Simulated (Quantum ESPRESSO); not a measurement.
Crystal: GaAs.

```
As Ga
1.0
     0.00000    2.82685    2.82685
     2.82685    0.00000    2.82685
     2.82685    2.82685    0.00000
As Ga
1 1
Direct
  0.75000 0.75000 0.75000
  0.00000 0.00000 0.00000
```

- Program: Quantum ESPRESSO 7.5
- Task: phonons
- Functional: BLYP
- Potentials or basis: PseudoDojo 0.4.1 SR PBE standard
- Cutoff: 1143 eV
- Density cutoff: 4572 eV
- k mesh: 6 × 6 × 6, shifted
- Occupations: fermi-dirac, width 0.05 eV
- Spin: no spin polarisation
- Mixing beta: 0.5
- Most SCF iterations: 120
- SCF threshold: 4e-10 Ry

The first run showed a gap, so the response started from a second, tighter run with fixed occupations.

Task: Where do the zone-centre optical modes lie?

Result: T2 at 271 cm⁻¹ (IR and Raman). Polar modes are given without the macroscopic field (transverse values).

Optical modes at Γ, degenerate ones joined, polar ones without the macroscopic field:
| cm⁻¹ | components | symmetry | active in | IR intensity, summed ((D/Å)²/amu) |
| --- | --- | --- | --- | --- |
| 271 | 3 | T2 | IR and Raman | 9.05 |

Caveat: the cell is more than 3 GPa from zero pressure, which shifts response properties; the shifted mesh misses Γ, where the gap is smaller or closed, so treating the crystal as an insulator may be wrong and the dielectric response too small; before the sum rule the acoustic modes lie tens of cm⁻¹ from zero, a sign that the density grid also shifts the optical modes.
